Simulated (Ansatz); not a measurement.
Set up this calculation in Ansatz 0.2.0, as the native input.

```yaml
Task: band structure
Functional: PBE
Potentials_or_basis: Ansatz NC
Cutoff: "1143 eV (not typed: the program's choice for these potentials)"
k_mesh: 11 × 11 × 11
Occupations: fermi-dirac, width 0.05 eV
Spin: no spin polarisation
Path: "[[\"G\", \"X\", \"Y\", \"S\", \"G\", \"Z\", \"S1\", \"N\", \"P\", \"Y1\", \"Z\"], [\"X\", \"P\"]]"
Points_for_each_segment_of_the_path: 14
```

The system is TaAs.

```
CELL_PARAMETERS angstrom
-1.72181 1.72181 5.86794
1.72181 -1.72181 5.86794
1.72181 1.72181 -5.86794
ATOMIC_POSITIONS crystal
Ta 0.49997 0.49997 0.00000
Ta 0.24997 0.74997 0.50000
As 0.08263 0.08263 0.00000
As 0.83263 0.33263 0.50000
```

The cell is a database's computed one.

One way to write it, as run:

input.yaml

```yaml
crystal:
  lattice:
    - [-1.7218133622, 1.7218133622, 5.8679415361]
    - [1.7218133622, -1.7218133622, 5.8679415361]
    - [1.7218133622, 1.7218133622, -5.8679415361]
  atoms:
    - { symbol: Ta, position: [0.4999673, 0.4999673, 0.0] }
    - { symbol: Ta, position: [0.2499673, 0.7499673, 0.5] }
    - { symbol: As, position: [0.08263212, 0.08263212, 0.0] }
    - { symbol: As, position: [0.83263212, 0.33263212, 0.5] }
hamiltonian:
  xc: pbe
  pseudopotentials: { kind: nc }
kpoints:
  mp_grid: { grid: [11, 11, 11] }
  band_path:
    path:
      - [[0.0, 0.0, 0.0], [-0.5, 0.5, 0.0], [-0.5, 0.5, -0.0430497462], [-0.2715248731, 0.2715248731, -0.2715248731], [0.0, 0.0, 0.0], [0.5, 0.5, -0.5], [0.2715248731, 0.7284751269, -0.7284751269], [0.0, 0.5, -0.5], [-0.25, 0.75, -0.25], [0.0430497462, 0.9569502538, -0.5], [0.5, 0.5, -0.5]]
      - [[-0.5, 0.5, 0.0], [-0.25, 0.75, -0.25]]
    npoints: 14
scf:
  occupations: { method: fermi_dirac, width: 0.05 }
  n_extra_bands: 10
output:
  forces: true
  stress: true
  eigenvalues: true
  fatbands: false
```

Potentials or basis: Ansatz NC.

The run is started by

```sh
$ ansatz run input.yaml --threads 2 --pin off --max-ram 5632MiB --backend cpu --events-out ev --progress --plain --runs-dir out
```

It gave:

| Quantity | Value |
| --- | --- |
| Pressure | 2.2 GPa |
| Largest force | 0.025 eV/Å |
| Band gap on the k mesh | none (metal or under the smearing width) |

Caveat: spin-orbit coupling is left out, which moves the levels of the heavy elements.

Wall time 2.7 min on 2 threads of Arm Neoverse V1, on a shared host, peak memory 1.3 GiB.
